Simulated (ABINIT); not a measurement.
Crystal: WC (Qusongite).

```
W C
1.0
     2.90650    0.00000    0.00000
    -1.45325    2.51710    0.00000
     0.00000    0.00000    2.83660
W C
1 1
Direct
  0.00000 0.00000 0.00000
  0.66667 0.33333 0.50000
```

Base run:

```yaml
Program: ABINIT 10.8.3 (patched build)
Functional: BLYP
Potentials_or_basis: JTH PAW PBE v2.0
Cutoff: 626 eV
k_mesh: 10 × 10 × 9
Occupations: fermi-dirac, width 0.05 eV
Spin: no spin polarisation
```

Its results: band gap on the k mesh none (metal or under the smearing width); pressure 18.7 GPa.

Problem. The run is repeated on the same cell with these changes: functional from BLYP to PW91. What comes out?

Solution. Band gap on the k mesh none (metal or under the smearing width); pressure 6.4 GPa.

PW91 binds more tightly than BLYP, so the same cell stands under less pressure.

Caveats: the PAW data sets were made with another functional, which shifts forces and pressure a little; spin-orbit coupling is left out, which moves the levels of the heavy elements.
